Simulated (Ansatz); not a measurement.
Here is an Ansatz 0.2.0 calculation.

The input input.yaml:

```yaml
crystal:
  lattice:
    - [0.0, 2.5663, 2.5663]
    - [2.5663, 0.0, 2.5663]
    - [2.5663, 2.5663, 0.0]
  atoms:
    - { symbol: Sr, position: [0.5, 0.5, 0.5] }
    - { symbol: O, position: [0.0, 0.0, 0.0] }
kpoints:
  mp_grid: { grid: [9, 9, 9] }
scf:
  occupations: { method: fermi_dirac, width: 0.05 }
hamiltonian:
  xc: rpbe
  pseudopotentials: { kind: all_electron, lapw: { basis_error: 0.001 } }
output:
  forces: true
  stress: true
relax:
  f_tol: 0.02
  max_steps: 60
  cell: {}
```

Potentials or basis: all-electron LAPW, scalar-relativistic.

Run with:

```bash
$ ansatz run input.yaml --threads 1 --pin off --max-ram 3072MiB --backend cpu --events-out ev --progress --plain --runs-dir out
```

Task: What does it give for the relaxed volume?

Result: 18.16 Å³/atom.

Task: Estimate the space group after relaxing (to 0.05 Å).

Result: Fm-3m (No. 225).

The path:
```
step  energy change (eV)  largest force (eV/Å)  volume (Å³)
   1              0.0000                0.0000        33.80
   2             -0.0200                0.0000        38.47
   3             -0.0466                0.0000        36.58
   4             -0.0471                0.0000        36.30
   5             -0.0471                0.0000        36.32
   6             -0.0471                0.0000        36.32
```

 Zero-point motion and thermal expansion aren't in these numbers.
